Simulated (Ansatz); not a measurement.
**Energy ranking of CdS4 structures**

Theory: DFT PBE, scalar-relativistic, plane waves, PAW (Ansatz). Settings: cutoff 420 eV, Γ-centred meshes spaced at most about 0.3 Å⁻¹, and about 0.25 Å⁻¹ or finer for metals (2π included), Gaussian smearing. No spin polarisation.

The zero of energy is the elements' standard structures at the same level; no fitted shifts are applied.

All energies are static (0 K, no zero-point motion). The comparison covers the computed candidates alone. The reference form of S is held partly by dispersion forces, which this level lacks.

Invented guesses were relaxed alike, and ends that match in structure were merged. ΔE counts from the first row. Coordination counts S atoms around Cd (those within 1.25 times the shortest such distance or 1.15 times the sum of covalent radii, 1.27 where that leaves under three). The ends were matched against large subsets of the Crystallography Open Database and the Materials Project, so a missing match doesn't prove that a structure is unreported.

```json
{"#": "1", "reached from": "random cell", "type and space group": "P4/mmm (No. 123)", "atoms": "5", "Å³/atom": "23.4", "coordination": "Cd 8", "ΔE (meV/atom)": "0", "gap on mesh (eV)": "0.00", "in databases": "no match"}
{"#": "2", "reached from": "Co4H type (P-3m1)", "type and space group": "P-3m1 (No. 164)", "atoms": "5", "Å³/atom": "19.4", "coordination": "Cd 6", "ΔE (meV/atom)": "318", "gap on mesh (eV)": "0.00", "in databases": "no match"}
{"#": "3", "reached from": "MnGa4 type (Im-3m)", "type and space group": "Im-3m (No. 229)", "atoms": "5", "Å³/atom": "22.3", "coordination": "Cd 8", "ΔE (meV/atom)": "668", "gap on mesh (eV)": "0.00", "in databases": "no match"}
{"#": "4", "reached from": "random cell", "type and space group": "P6/mmm (No. 191)", "atoms": "5", "Å³/atom": "25.5", "coordination": "Cd 8", "ΔE (meV/atom)": "721", "gap on mesh (eV)": "0.00", "in databases": "no match"}
```

The lowest: Space group P4/mmm (No. 123), tetragonal, a = 4.839 Å, c = 4.989 Å. Cd is surrounded by 8 S at 2.85 Å; S is surrounded by 1 S at 1.98 Å and 2 Cd at 2.85 Å. Its energy over the elements is +0.10 eV/atom. The separate elements lie lower, so it is unstable against them. An observed structure of this formula, if there is one, may be missing.

Space group P4/mmm (No. 123). a = 4.839 Å, b = 4.839 Å, c = 4.989 Å, α = 90.00°, β = 90.00°, γ = 90.00°
```csv
atom,site,symmetry,x,y,z
Cd,1b,4/mmm,0.0000,0.0000,0.5000
S,4i,2mm.,0.0000,0.5000,0.1983
```

The second: Space group P-3m1 (No. 164), trigonal, a = 3.652 Å, c = 8.378 Å. Cd is surrounded by 6 S at 2.66 Å; around S on its first site lie 3 Cd at 2.66 Å and 3 S at 2.80 Å; S on its second site is surrounded by 3 S at 2.56 Å and 3 S at 2.80 Å. Counting S atoms around Cd, the first has Cd 8 and the second has Cd 6. The first holds S–S pairs (shortest 1.98 Å); in the second the shortest S–S distance is 2.56 Å, near bonding range too. Cells relaxed within their symmetry can be saddle points.

```cif
data_structure
_symmetry_space_group_name_H-M 'P-3m1'
_symmetry_Int_Tables_number 164
_cell_length_a 3.6517
_cell_length_b 3.6517
_cell_length_c 8.3785
_cell_angle_alpha 90.000
_cell_angle_beta 90.000
_cell_angle_gamma 120.000
_cell_volume 96.76
loop_
_atom_site_label
_atom_site_type_symbol
_atom_site_symmetry_multiplicity
_atom_site_Wyckoff_symbol
_atom_site_fract_x
_atom_site_fract_y
_atom_site_fract_z
_atom_site_occupancy
Cd1 Cd 1 a 0.00000 0.00000 0.00000 1
S1 S 2 d 0.33333 0.66667 0.80677 1
S2 S 2 d 0.33333 0.66667 0.41366 1
```

Some candidate types were left out of the draw beforehand, so a known form may be missing.
